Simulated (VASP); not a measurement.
An input for Ansatz (written as the equivalent of a VASP run, and not itself run):

Ansatz 0.2 input:
```yaml
crystal:
  lattice:
    - [0.0000000, 2.9539570, 2.9539570]
    - [2.9539570, 0.0000000, 2.9539570]
    - [2.9539570, 2.9539570, 0.0000000]
  atoms:
    - { symbol: Sr, position: [0.0000000, 0.0000000, 0.0000000] }
    - { symbol: F, position: [0.7500000, 0.7500000, 0.7500000] }
    - { symbol: F, position: [0.2500000, 0.2500000, 0.2500000] }
kpoints:
  mp_grid: { grid: [7, 7, 7] }
hamiltonian:
  xc: pbe
  pseudopotentials: { kind: paw }
scf:
  occupations: { method: gaussian, width: 0.01 }
  max_iter: 100
output: { forces: true, stress: true, eigenvalues: true }
```

**Question.** Translate this input to VASP (INCAR, KPOINTS, POSCAR, choice of POTCAR).

**Answer.** This is not unique; one that fits is 
File KPOINTS:
```
Automatic mesh
0
Gamma
7 7 7
0 0 0
```

**INCAR**
```
SYSTEM = SrF2
PREC = Accurate
ENCUT = 240
EDIFF = 1E-6
NELM = 100
ALGO = Normal
LREAL = .FALSE.
LASPH = .TRUE.
ISMEAR = 0
SIGMA = 0.01
GGA = PE
LMAXMIX = 4
LWAVE = .FALSE.
LCHARG = .FALSE.
ISIF = 2
```

**POSCAR**
```
SrF2
1.0
  0.0000000000   2.9539570000   2.9539570000
  2.9539570000   0.0000000000   2.9539570000
  2.9539570000   2.9539570000   0.0000000000
Sr F
1 2
Direct
  0.0000000000   0.0000000000   0.0000000000
  0.7500000000   0.7500000000   0.7500000000
  0.2500000000   0.2500000000   0.2500000000
```

POTCAR, in this order: Sr_sv F (PBE.64 set). Program: vasp_std.

What does not carry over: each code has its own PAW files, so the cut-off isn't converted (ENCUT is set for VASP's; basis.ecutwfc is left out, and Ansatz then takes the one that its files recommend); Ansatz stops its SCF on the density residual and VASP on the energy change (EDIFF).

The structure comes from a computed database's SrF2 entry; how it stands against other phases isn't given here. The cell was not relaxed at this level, and its volume differs by +4.6 % from the start's. The run is one of a series of settings (ENCUT = 240 against the base run), some of them coarse on purpose.
